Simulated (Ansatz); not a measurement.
Cubic perovskite BaSnO3, treated with PBEsol in Ansatz (plane waves, PAW).

Run with plane-wave cutoff 560 eV, 6×6×6 k mesh, perturbation theory, scalar-relativistic PAW data made under PBE.

Computed at the level's own relaxed cell.

```xyz
5
Lattice="4.1219 0.0000 0.0000 0.0000 4.1219 0.0000 0.0000 0.0000 4.1219" Properties=species:S:1:pos:R:3 pbc="T T T"
Ba     0.0000     0.0000     0.0000
Sn     2.0609     2.0609     2.0609
O      2.0609     0.0000     2.0609
O      0.0000     2.0609     2.0609
O      2.0609     2.0609     0.0000
```

Harmonic phonon frequencies (cm⁻¹; i marks an imaginary mode; at Γ without the LO shift):

```
q point                                                  frequencies
-------  -----------------------------------------------------------
Γ              0 0 0 121 121 121 199 199 199 221 221 221 611 611 611
X          89 89 122 122 137 218 225 225 231 231 237 387 616 616 681
M            68 87 97 97 152 208 208 246 246 298 298 369 472 621 723
R        54i 54i 54i 109 109 109 266 266 266 315 315 315 469 469 742
```

Imaginary modes appear, so the structure is dynamically unstable at this level.

Note: the run warned that the k mesh is coarse for the response to a field; the run finds an imaginary mode (54i cm⁻¹), so the cell is a saddle point at this level.

Ansatz is a first-principles code.
